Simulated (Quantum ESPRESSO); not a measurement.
A run of Quantum ESPRESSO 7.5 is set up as follows.

pw.in

```
&CONTROL
  calculation = 'scf'
  prefix = 'pwscf'
  outdir = './tmp'
  pseudo_dir = './pseudo'
  tprnfor = .true.
  tstress = .true.
  disk_io = 'nowf'
/
&SYSTEM
  ibrav = 0
  nat = 2
  ntyp = 1
  ecutwfc = 45
  ecutrho = 360
  nbnd = 22
  occupations = 'smearing'
  smearing = 'fd'
  degauss = 0.00367493
/
&ELECTRONS
  conv_thr = 4d-10
  electron_maxstep = 120
  mixing_beta = 0.5
/
ATOMIC_SPECIES
Mn    54.9380 mn_pbesol_v1.5.uspp.F.UPF
CELL_PARAMETERS angstrom
   2.4836457705    0.0000000000    0.0000000000
  -1.2418228853    2.1509003313    0.0000000000
   0.0000000000    0.0000000000    4.0261950000
ATOMIC_POSITIONS crystal
Mn     0.3333333333    0.6666666667    0.2500000000
Mn     0.6666666667    0.3333333333    0.7500000000
K_POINTS automatic
12 12 7 0 0 0
```

Potentials or basis: GBRV 1.5 PBEsol.

Run with:

```sh
$ OMP_NUM_THREADS=1 mpirun -n 2 pw.x -nk 2 -in pw.in > pw.out
```

(1) Estimate the band gap on the k mesh.

(2) Estimate the pressure.

Results:

(1) none (metal or under the smearing width).

(2) -11.9 GPa.

Caveat: the run has no spin polarisation, though such a crystal can be magnetic.
